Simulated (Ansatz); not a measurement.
# SiC: the cost of one run

Program: Ansatz 0.2.0. Level of theory: DFT PBE, scalar-relativistic, plane waves, PAW. These are calculated values, not measurements.

### Step 1. Starting point

Symmetry: Cmc2_1, No. 36, orthorhombic system. The conventional cell has a = 3.078 Å, b = 5.335 Å, c = 15.122 Å, α = 90.00°, β = 90.00°, γ = 90.00°. Si (site symmetry m) has 4 C at 1.87 to 1.91 Å as nearest neighbours. Si (site symmetry m) is surrounded by 4 C at 1.87 to 1.92 Å. Around C (site symmetry m) lie 4 Si at 1.87 to 1.92 Å. C (site symmetry m) is surrounded by 4 Si at 1.87 to 1.91 Å.

As a file:

```cif
data_structure
_symmetry_space_group_name_H-M 'P 1'
_symmetry_Int_Tables_number 1
_cell_length_a 6.1556
_cell_length_b 6.1591
_cell_length_c 15.4319
_cell_angle_alpha 84.280
_cell_angle_beta 78.496
_cell_angle_gamma 60.019
_cell_volume 496.61
loop_
_atom_site_label
_atom_site_type_symbol
_atom_site_fract_x
_atom_site_fract_y
_atom_site_fract_z
_atom_site_occupancy
Si1 Si 0.98735 0.16730 0.85800 1
Si2 Si 0.48735 0.16730 0.85800 1
Si3 Si 0.98735 0.66730 0.85800 1
Si4 Si 0.48735 0.66730 0.85800 1
Si5 Si 0.90465 0.83270 0.35800 1
Si6 Si 0.40465 0.83270 0.35800 1
Si7 Si 0.90465 0.33270 0.35800 1
Si8 Si 0.40465 0.33270 0.35800 1
Si9 Si 0.98760 0.50070 0.52410 1
Si10 Si 0.48760 0.50070 0.52410 1
Si11 Si 0.98760 0.00070 0.52410 1
Si12 Si 0.48760 0.00070 0.52410 1
Si13 Si 0.73830 0.49930 0.02410 1
Si14 Si 0.23830 0.49930 0.02410 1
Si15 Si 0.73830 0.99930 0.02410 1
Si16 Si 0.23830 0.99930 0.02410 1
Si17 Si 0.73653 0.83570 0.69124 1
Si18 Si 0.23653 0.83570 0.69124 1
Si19 Si 0.73653 0.33570 0.69124 1
Si20 Si 0.23653 0.33570 0.69124 1
Si21 Si 0.82223 0.16430 0.19124 1
Si22 Si 0.32223 0.16430 0.19124 1
Si23 Si 0.82223 0.66430 0.19124 1
Si24 Si 0.32223 0.66430 0.19124 1
C1 C 0.92685 0.49600 0.65030 1
C2 C 0.42685 0.49600 0.65030 1
C3 C 0.92685 0.99600 0.65030 1
C4 C 0.42685 0.99600 0.65030 1
C5 C 0.67285 0.50400 0.15030 1
C6 C 0.17285 0.50400 0.15030 1
C7 C 0.67285 0.00400 0.15030 1
C8 C 0.17285 0.00400 0.15030 1
C9 C 0.92915 0.16000 0.98170 1
C10 C 0.42915 0.16000 0.98170 1
C11 C 0.92915 0.66000 0.98170 1
C12 C 0.42915 0.66000 0.98170 1
C13 C 0.83915 0.84000 0.48170 1
C14 C 0.33915 0.84000 0.48170 1
C15 C 0.83915 0.34000 0.48170 1
C16 C 0.33915 0.34000 0.48170 1
C17 C 0.67710 0.82900 0.81680 1
C18 C 0.17710 0.82900 0.81680 1
C19 C 0.67710 0.32900 0.81680 1
C20 C 0.17710 0.32900 0.81680 1
C21 C 0.75610 0.17100 0.31680 1
C22 C 0.25610 0.17100 0.31680 1
C23 C 0.75610 0.67100 0.31680 1
C24 C 0.25610 0.67100 0.31680 1
```

The runs take a perfect supercell of 48 atoms; the defect goes to fractional position (0.500, 0.250, 0.250).

### Step 2. The perfect supercell

File input.yaml:

```yaml
crystal:
  lattice:
    - [-6.1556, 0.0, 0.0]
    - [-3.0778, -5.335, 0.0]
    - [-3.0778, 0.0, 15.1219]
  atoms:
    - { symbol: Si, position: [0.98735, 0.1673, 0.858] }
    - { symbol: Si, position: [0.48735, 0.1673, 0.858] }
    - { symbol: Si, position: [0.98735, 0.6673, 0.858] }
    - { symbol: Si, position: [0.48735, 0.6673, 0.858] }
    - { symbol: Si, position: [0.90465, 0.8327, 0.358] }
    - { symbol: Si, position: [0.40465, 0.8327, 0.358] }
    - { symbol: Si, position: [0.90465, 0.3327, 0.358] }
    - { symbol: Si, position: [0.40465, 0.3327, 0.358] }
    - { symbol: Si, position: [0.9876, 0.5007, 0.5241] }
    - { symbol: Si, position: [0.4876, 0.5007, 0.5241] }
    - { symbol: Si, position: [0.9876, 0.0007, 0.5241] }
    - { symbol: Si, position: [0.4876, 0.0007, 0.5241] }
    - { symbol: Si, position: [0.7383, 0.4993, 0.0241] }
    - { symbol: Si, position: [0.2383, 0.4993, 0.0241] }
    - { symbol: Si, position: [0.7383, 0.9993, 0.0241] }
    - { symbol: Si, position: [0.2383, 0.9993, 0.0241] }
    - { symbol: Si, position: [0.73653, 0.8357, 0.69124] }
    - { symbol: Si, position: [0.23653, 0.8357, 0.69124] }
    - { symbol: Si, position: [0.73653, 0.3357, 0.69124] }
    - { symbol: Si, position: [0.23653, 0.3357, 0.69124] }
    - { symbol: Si, position: [0.82223, 0.1643, 0.19124] }
    - { symbol: Si, position: [0.32223, 0.1643, 0.19124] }
    - { symbol: Si, position: [0.82223, 0.6643, 0.19124] }
    - { symbol: Si, position: [0.32223, 0.6643, 0.19124] }
    - { symbol: C, position: [0.92685, 0.496, 0.6503] }
    - { symbol: C, position: [0.42685, 0.496, 0.6503] }
    - { symbol: C, position: [0.92685, 0.996, 0.6503] }
    - { symbol: C, position: [0.42685, 0.996, 0.6503] }
    - { symbol: C, position: [0.67285, 0.504, 0.1503] }
    - { symbol: C, position: [0.17285, 0.504, 0.1503] }
    - { symbol: C, position: [0.67285, 0.004, 0.1503] }
    - { symbol: C, position: [0.17285, 0.004, 0.1503] }
    - { symbol: C, position: [0.92915, 0.16, 0.9817] }
    - { symbol: C, position: [0.42915, 0.16, 0.9817] }
    - { symbol: C, position: [0.92915, 0.66, 0.9817] }
    - { symbol: C, position: [0.42915, 0.66, 0.9817] }
    - { symbol: C, position: [0.83915, 0.84, 0.4817] }
    - { symbol: C, position: [0.33915, 0.84, 0.4817] }
    - { symbol: C, position: [0.83915, 0.34, 0.4817] }
    - { symbol: C, position: [0.33915, 0.34, 0.4817] }
    - { symbol: C, position: [0.6771, 0.829, 0.8168] }
    - { symbol: C, position: [0.1771, 0.829, 0.8168] }
    - { symbol: C, position: [0.6771, 0.329, 0.8168] }
    - { symbol: C, position: [0.1771, 0.329, 0.8168] }
    - { symbol: C, position: [0.7561, 0.171, 0.3168] }
    - { symbol: C, position: [0.2561, 0.171, 0.3168] }
    - { symbol: C, position: [0.7561, 0.671, 0.3168] }
    - { symbol: C, position: [0.2561, 0.671, 0.3168] }
basis:
  ecutwfc: 420
  fft_grid_basis: typed
kpoints:
  mp_grid: { grid: [2, 2, 2] }
hamiltonian:
  xc: pbe
  pseudopotentials: { kind: paw }
scf:
  occupations: { method: gaussian, width: 0.05 }
output:
  forces: true
  stress: false
  eigenvalues: true
  bader: false
  write_density: true
  volumetric_format: npy
```

Run with:

```sh
> ansatz run input.yaml --threads 4 --pin off --max-ram 10240MiB --backend cpu --events-out ev --progress --plain --runs-dir out
```

**Question.** How long does this run take on 4 threads of Arm Neoverse N1, shared host, and how much memory does it need?

About 8.3 s, with a peak of 1.8 GiB.
